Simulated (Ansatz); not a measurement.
Results of Hartree–Fock (plane waves, PAW; Ansatz, an electronic-structure program) for zinc-blende AlSb.

Numerical settings: plane-wave cutoff 460 eV, 8×8×8 k mesh, Fermi–Dirac smearing 0.01 eV, scalar-relativistic PAW data made under PBE.

Cell (relaxed at this level):

```xyz
2
Lattice="0.0000 3.1222 3.1222 3.1222 0.0000 3.1222 3.1222 3.1222 0.0000" Properties=species:S:1:pos:R:3 pbc="T T T"
Al     0.0000     0.0000     0.0000
Sb     1.5611     1.5611     1.5611
```

### Question
Estimate the band gap, width of the whole s-p valence band, smallest direct gap on the k points sampled and bulk modulus B0 that the calculation returns.

### Answer

- band gap: 6.64 eV (on the SCF k mesh)
- width of the whole s-p valence band: 14.81 eV
- smallest direct gap on the k points sampled: 7.53 eV
- bulk modulus B0: 60.3 GPa

Measured, for comparison: band gap 1.73 eV (zero-point renormalisation of 35 meV (experimental, the table's column) added back here, indirect; inputs from Miglio et al. (2020), arXiv:2011.12765); bulk modulus 58.2 GPa (temperature not stated, no zero-point or thermal correction; as tabulated in Toher et al. (2017), arXiv:1611.05714). Computed (rounded) less measured: bulk modulus +4 %. A static lattice is as a rule a little smaller and stiffer than an uncorrected measurement, which narrows the difference in the bulk modulus and would widen misses of the other sign.

Spin–orbit coupling is not included; with these elements it can move the gap by several tenths of an eV or more.

Computed values are for the static lattice.

It cost roughly 30 core-minutes of CPU time.
